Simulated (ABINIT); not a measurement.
# PbS (Cmcm) in ABINIT: single point with PBE

Aim: the single point of PbS with PBE.

Everything below comes from runs of ABINIT 10.8.3 (patched build). Logs are shortened: lines on timing, memory, paths and dates and some standing lists are left out, and cuts for length are marked. The log counts tension as positive stress, the text compression.

## 1. The crystal as given

It takes space group Cmcm (No. 63, orthorhombic). The conventional cell has a = 4.160 Å, b = 11.983 Å, c = 4.279 Å, α = 90.00°, β = 90.00°, γ = 90.00°. Around Pb (site symmetry m2m) lie 5 S at 2.69 to 2.99 Å. S (site symmetry m2m) is surrounded by 5 Pb at 2.69 to 2.99 Å.

Measurements of this composition are mostly on another form, of space group No. 225.

## 2. Single point, PBE

Contents of run.abi:

```
pp_dirpath "./"
pseudos "Pb.upf, S.upf"

acell 11.9847737919 11.9847737919 8.086744576
rprim
     0.3279612126    -0.9446911892     0.0000000000
     0.3279612126     0.9446911892     0.0000000000
     0.0000000000     0.0000000000     1.0000000000
ntypat 2
znucl 82 16
natom 4
typat 1 1 2 2
xred
     0.1305633500     0.8694366500     0.2500000000
     0.8694366500     0.1305633500     0.7500000000
     0.3547970900     0.6452029100     0.2500000000
     0.6452029100     0.3547970900     0.7500000000
chkprim 0
chksymtnons 0
tolsym 1.0e-6

ecut 26.0

kptopt 1
ngkpt 5 5 4
nshiftk 1
shiftk 0.0 0.0 0.0

ixc 11

nband 24
occopt 3
tsmear 0.05 eV

nstep 100
tolvrs 1.0e-10

iomode 3
prtwf 0
prtden 0
prteig 0
prtebands 0
enunit 1
```

Potentials or basis: PseudoDojo NC SR PBE v0.4.1 standard.

The run is started by

```
$ mpirun --bind-to none -np 4 abinit run.abi > log 2>&1
```

run.abo:

```text
.Version 10.8.3 of ABINIT
 Symmetries : space group Cm c m (# 63); Bravais oC (1-face-center ortho.)
================================================================================
 Values of the parameters that define the memory need of the present run
     intxc =       0    ionmov =       0      iscf =       7    lmnmax =       6
     lnmax =       6     mgfft =      60  mpssoang =       3    mqgrid =    3001
     natom =       4  nloc_mem =       1    nspden =       1   nspinor =       1
    nsppol =       1      nsym =       8    n1xccc =    2501    ntypat =       2
    occopt =       3   xclevel =       2
       mpw =        4572          nfft =      144000          nkpt =          27
================================================================================
================================================================================

--------------------------------------------------------------------------------
------------- Echo of variables that govern the present computation ------------
--------------------------------------------------------------------------------
 -outvars: echo values of preprocessed input variables --------
            acell      1.1984773792E+01  1.1984773792E+01  8.0867445760E+00 Bohr
              amu      2.07200000E+02  3.20660000E+01
          chkprim           0
      chksymtnons           0
             ecut      2.60000000E+01 Hartree
           enunit           1
              ixc          11
         kptrlatt        5    0    0      0    5    0      0    0    4
          kptrlen      3.23469783E+01
            natom           4
            nband          24
            ngfft          60      60      40
             nkpt          27
            nstep         100
             nsym           8
           ntypat           2
           occopt           3
           prtden           0
        prtebands           0
           prteig           0
            prtwf           0
            rprim      3.2796121260E-01 -9.4469118920E-01  0.0000000000E+00
                       3.2796121260E-01  9.4469118920E-01  0.0000000000E+00
                       0.0000000000E+00  0.0000000000E+00  1.0000000000E+00
          spgroup          63
           tolsym      1.00000000E-06
           tolvrs      1.00000000E-10
           tsmear      1.83746611E-03 Hartree
            typat      1  1  2  2
           xangst      2.0799526935E+00  4.4268092828E+00  1.0698302343E+00
                       2.0799526935E+00 -4.4268092828E+00  3.2094907028E+00
                       2.0799526935E+00  1.7399074777E+00  1.0698302343E+00
                       2.0799526935E+00 -1.7399074777E+00  3.2094907028E+00
            xcart      3.9305409455E+00  8.3654571560E+00  2.0216861440E+00
                       3.9305409455E+00 -8.3654571560E+00  6.0650584320E+00
                       3.9305409455E+00  3.2879486173E+00  2.0216861440E+00
                       3.9305409455E+00 -3.2879486173E+00  6.0650584320E+00
             xred      1.3056335000E-01  8.6943665000E-01  2.5000000000E-01
                       8.6943665000E-01  1.3056335000E-01  7.5000000000E-01
                       3.5479709000E-01  6.4520291000E-01  2.5000000000E-01
                       6.4520291000E-01  3.5479709000E-01  7.5000000000E-01
            znucl       82.00000   16.00000

================================================================================

 chkinp: Checking input parameters for consistency.

================================================================================
== DATASET  1 ==================================================================

--- !DatasetInfo
iteration_state: {dtset: 1, }
dimensions: {natom: 4, nkpt: 27, mband: 24, nsppol: 1, nspinor: 1, nspden: 1, mpw: 4572, }
cutoff_energies: {ecut:  26.0, pawecutdg:  -1.0, }
electrons: {nelect:   4.00000000E+01, charge:   0.00000000E+00, occopt:   3.00000000E+00, tsmear:   1.83746611E-03, }
meta: {optdriver: 0, ionmov: 0, optcell: 0, iscf: 7, paral_kgb: 0, }
...

 Exchange-correlation functional for the present dataset will be:
  GGA: Perdew-Burke-Ernzerhof functional - ixc=11
  J.P.Perdew, K.Burke, M.Ernzerhof, PRL 77, 3865 (1996)

 Real(R)+Recip(G) space primitive vectors, cartesian coordinates (Bohr,Bohr^-1):
 R(1)=  3.9305409-11.3219102  0.0000000  G(1)=  0.1272090 -0.0441622  0.0000000
 R(2)=  3.9305409 11.3219102  0.0000000  G(2)=  0.1272090  0.0441622  0.0000000
 R(3)=  0.0000000  0.0000000  8.0867446  G(3)=  0.0000000  0.0000000  0.1236592
 Unit cell volume ucvol=  7.1974019E+02 bohr^3
 Angles (23,13,12)=  9.00000000E+01  9.00000000E+01  1.41709848E+02 degrees

 getcut: wavevector=  0.0000  0.0000  0.0000  ngfft=  60  60  40
         ecut(hartree)=     26.000   => boxcut(ratio)=   2.15494

--- Pseudopotential description ------------------------------------------------
- pspini: atom type   1  psp file is ./Pb.upf
12 -101130 2 -1 1678                          pspcod,pspxc,lmax,lloc,mmax
     nproj     2     2     2

- pspini: atom type   2  psp file is ./S.upf
12 -101130 2 -1 1146                          pspcod,pspxc,lmax,lloc,mmax
     nproj     2     2     2

   4.28281707E+03                                ecore*ucvol(ha*bohr**3)
--------------------------------------------------------------------------------

================================================================================

--- !BeginCycle
iteration_state: {dtset: 1, }
solver: {iscf: 7, nstep: 100, nline: 4, wfoptalg: 0, }
tolerances: {tolvrs: 1.00E-10, }
...

     iter   Etot(hartree)      deltaE(h)  residm     vres2
 ETOT  1  -162.12842210714    -1.621E+02 2.843E-01 4.338E+02
 ETOT  2  -162.89915924044    -7.707E-01 1.433E-02 7.966E+01
 ETOT  3  -162.91193270282    -1.277E-02 2.861E-03 2.686E+00
 ETOT  4  -162.91210488867    -1.722E-04 3.130E-03 2.168E-01
 ETOT  5  -162.91212764123    -2.275E-05 4.063E-03 3.643E-02
 ETOT  6  -162.91213007695    -2.436E-06 1.897E-03 1.480E-03
 ETOT  7  -162.91213025009    -1.731E-07 1.407E-03 1.210E-04
 ETOT  8  -162.91213026048    -1.039E-08 3.695E-04 3.703E-06
 ETOT  9  -162.91213026079    -3.045E-10 3.384E-04 3.293E-07
 ETOT 10  -162.91213026081    -2.532E-11 2.922E-04 7.805E-09
 ETOT 11  -162.91213026081    -4.263E-13 2.326E-04 2.283E-10
 ETOT 12  -162.91213026081     1.705E-13 2.339E-04 2.030E-11

 At SCF step   12       vres2   =  2.03E-11 < tolvrs=  1.00E-10 =>converged.

 Cartesian components of stress tensor (hartree/bohr^3)
  sigma(1 1)= -3.30175344E-05  sigma(3 2)=  0.00000000E+00
  sigma(2 2)= -5.00275692E-05  sigma(3 1)=  0.00000000E+00
  sigma(3 3)= -3.02159521E-05  sigma(2 1)=  0.00000000E+00

--- !ResultsGS
iteration_state: {dtset: 1, }
comment   : Summary of ground state results
lattice_vectors:
- [  3.9305409, -11.3219102,   0.0000000, ]
- [  3.9305409,  11.3219102,   0.0000000, ]
- [  0.0000000,   0.0000000,   8.0867446, ]
lattice_lengths: [  11.98477,   11.98477,    8.08674, ]
lattice_angles: [ 90.000,  90.000, 141.710, ] # degrees, (23, 13, 12)
lattice_volume:   7.1974019E+02
convergence: {deltae:  1.705E-13, res2:  2.030E-11, residm:  2.339E-04, diffor: null, }
etotal    :  -1.62912130E+02
entropy   :   0.00000000E+00
fermie    :   1.57736402E-01
cartesian_stress_tensor: # hartree/bohr^3
- [ -3.30175344E-05,   0.00000000E+00,   0.00000000E+00, ]
- [  0.00000000E+00,  -5.00275692E-05,   0.00000000E+00, ]
- [  0.00000000E+00,   0.00000000E+00,  -3.02159521E-05, ]
pressure_GPa:   1.1108E+00
xred      :
- [  1.3056E-01,   8.6944E-01,   2.5000E-01, Pb]
- [  8.6944E-01,   1.3056E-01,   7.5000E-01, Pb]
- [  3.5480E-01,   6.4520E-01,   2.5000E-01,  S]
- [  6.4520E-01,   3.5480E-01,   7.5000E-01,  S]
cartesian_forces: # hartree/bohr
- [ -1.02725921E-19,   1.92229037E-03,  -6.09686705E-32, ]
- [  5.40238713E-19,  -1.92229037E-03,   1.82906012E-31, ]
- [ -1.70738928E-19,  -2.31392047E-03,  -6.09686705E-32, ]
- [ -2.66773865E-19,   2.31392047E-03,  -6.09686705E-32, ]
force_length_stats: {min:   1.92229037E-03, max:   2.31392047E-03, mean:   2.11810542E-03, }
...

 Integrated electronic density in atomic spheres:
 ------------------------------------------------
 Atom  Sphere_radius  Integrated_density
    1        2.00000         10.04937811
    2        2.00000         10.04937811
    3        2.00000          3.85064547
    4        2.00000          3.85064547
================================================================================

 ----iterations are completed or convergence reached----

 Mean square residual over all n,k,spin=   54.628E-08; max=  23.387E-05
 reduced coordinates (array xred) for    4 atoms
       0.130563350000      0.869436650000      0.250000000000
       0.869436650000      0.130563350000      0.750000000000
       0.354797090000      0.645202910000      0.250000000000
       0.645202910000      0.354797090000      0.750000000000
 rms dE/dt=  1.9664E-02; max dE/dt=  2.6198E-02; dE/dt below (all hartree)
    1       0.021763998966     -0.021763998966      0.000000000000
    2      -0.021763998966      0.021763998966     -0.000000000000
    3      -0.026197999729      0.026197999729      0.000000000000
    4       0.026197999729     -0.026197999729      0.000000000000

 cartesian coordinates (angstrom) at end:
    1      2.07995269348360     4.42680928275636     1.06983023427738
    2      2.07995269348360    -4.42680928275636     3.20949070283213
    3      2.07995269348360     1.73990747769946     1.06983023427738
    4      2.07995269348360    -1.73990747769946     3.20949070283213

 cartesian forces (hartree/bohr) at end:
    1     -0.00000000000000     0.00192229037069    -0.00000000000000
    2      0.00000000000000    -0.00192229037069     0.00000000000000
    3     -0.00000000000000    -0.00231392046505    -0.00000000000000
    4     -0.00000000000000     0.00231392046505    -0.00000000000000
 frms,max,avg= 1.2281034E-03 2.3139205E-03   0.000E+00  0.000E+00  0.000E+00 h/b

 cartesian forces (eV/Angstrom) at end:
    1     -0.00000000000000     0.09884814521784    -0.00000000000000
    2      0.00000000000000    -0.09884814521784     0.00000000000000
    3     -0.00000000000000    -0.11898657436925    -0.00000000000000
    4     -0.00000000000000     0.11898657436925    -0.00000000000000
 frms,max,avg= 6.3151617E-02 1.1898657E-01   0.000E+00  0.000E+00  0.000E+00 e/A
 length scales= 11.984773791900 11.984773791900  8.086744576000 bohr
              =  6.342069164198  6.342069164198  4.279320937110 angstroms
 Fermi (or HOMO) energy (eV) =   4.29223   Average Vxc (eV)=  -9.80283
 Eigenvalues (   eV  ) for nkpt=  27  k points:
 kpt#   1, nband= 24, wtk=  0.01000, kpt=  0.0000  0.0000  0.0000 (reduced coord)
 -12.68953  -12.58330  -12.57789  -12.56610  -12.53699  -12.52244  -12.52155  -12.51306
 -12.50685  -12.46418   -9.26786   -7.48070   -3.10143   -2.15526   -0.48553    0.77986
   1.33683    2.06295    2.23816    3.22162    8.35427    8.43283    8.58612    9.28096
 prteigrs : prtvol=0 or 1, do not print more k-points.

--- !EnergyTerms
iteration_state     : {dtset: 1, }
comment             : Components of total free energy in Hartree
kinetic             :  7.68709375054122E+01
hartree             :  3.17013145752085E+01
xc                  : -4.63273496442847E+01
Ewald energy        : -1.09485257127301E+02
psp_core            :  5.95050428343240E+00
local_psp           : -9.57061806174122E+01
non_local_psp       : -2.59160992259941E+01
internal            : -1.62912130250939E+02
'-kT*entropy'       : -9.87402519940204E-09
total_energy        : -1.62912130260813E+02
total_energy_eV     : -4.43306490068255E+03
band_energy         : -1.01250420089457E+01
...

 Cartesian components of stress tensor (hartree/bohr^3)
  sigma(1 1)= -3.30175344E-05  sigma(3 2)=  0.00000000E+00
  sigma(2 2)= -5.00275692E-05  sigma(3 1)=  0.00000000E+00
  sigma(3 3)= -3.02159521E-05  sigma(2 1)=  0.00000000E+00

-Cartesian components of stress tensor (GPa)         [Pressure=  1.1108E+00 GPa]
- sigma(1 1)= -9.71409400E-01  sigma(3 2)=  0.00000000E+00
- sigma(2 2)= -1.47186190E+00  sigma(3 1)=  0.00000000E+00
- sigma(3 3)= -8.88984004E-01  sigma(2 1)=  0.00000000E+00

== END DATASET(S) ==============================================================
================================================================================

 -outvars: echo values of variables after computation  --------
            acell      1.1984773792E+01  1.1984773792E+01  8.0867445760E+00 Bohr
           etotal     -1.6291213026E+02
            fcart     -1.0272592102E-19  1.9222903707E-03 -6.0968670536E-32
                       5.4023871334E-19 -1.9222903707E-03  1.8290601161E-31
                      -1.7073892773E-19 -2.3139204650E-03 -6.0968670536E-32
                      -2.6677386459E-19  2.3139204650E-03 -6.0968670536E-32
            rprim      3.2796121260E-01 -9.4469118920E-01  0.0000000000E+00
                       3.2796121260E-01  9.4469118920E-01  0.0000000000E+00
                       0.0000000000E+00  0.0000000000E+00  1.0000000000E+00
           strten     -3.3017534413E-05 -5.0027569166E-05 -3.0215952145E-05
                       0.0000000000E+00  0.0000000000E+00  0.0000000000E+00
           xangst      2.0799526935E+00  4.4268092828E+00  1.0698302343E+00
                       2.0799526935E+00 -4.4268092828E+00  3.2094907028E+00
                       2.0799526935E+00  1.7399074777E+00  1.0698302343E+00
                       2.0799526935E+00 -1.7399074777E+00  3.2094907028E+00
             xred      1.3056335000E-01  8.6943665000E-01  2.5000000000E-01
                       8.6943665000E-01  1.3056335000E-01  7.5000000000E-01
                       3.5479709000E-01  6.4520291000E-01  2.5000000000E-01
                       6.4520291000E-01  3.5479709000E-01  7.5000000000E-01
 Calculation completed.
```

It took 42 s on 4 MPI ranks of Arm Neoverse V1, shared host; peak memory 0.4 GiB.

What came out:

```yaml
Free_energy: -4433.0649 eV
Pressure: 1.1 GPa
Largest_force: 0.119 eV/Å
Band_gap_on_the_k_mesh: 1.29 eV, indirect (least direct gap 1.30 eV)
Valence_electrons_inside_the_program's_atomic_spheres: Pb 10.05; S 3.85
```

Forces in eV/Å, atoms in the order of the input:
```
Pb   0.000  0.099  0.000
Pb   0.000 -0.099  0.000
S    0.000 -0.119  0.000
S    0.000  0.119  0.000
```

Stress tensor (GPa, compression positive):
```
0.97 0.00 0.00
0.00 1.47 0.00
0.00 0.00 0.89
```

Levels at points of the mesh, in eV from the valence-band top:
| k point | band 16 | band 17 | band 18 | band 19 | band 20 | band 21 | band 22 | band 23 | band 24 |
| --- | --- | --- | --- | --- | --- | --- | --- | --- | --- |
| (0.00, 0.00, 0.00) | -2.87 | -2.31 | -1.58 | -1.41 | -0.43 | 4.71 | 4.79 | 4.94 | 5.63 |
| (0.00, 0.00, 0.50) | -2.66 | -1.05 | -1.05 | -0.06 | -0.06 | 1.88 | 1.88 | 2.85 | 2.85 |

Caveat: spin-orbit coupling is left out, which as a rule narrows the gap of such compounds by several tenths of an eV; an odd mesh through Γ misses points on the zone boundary, where band edges often lie.
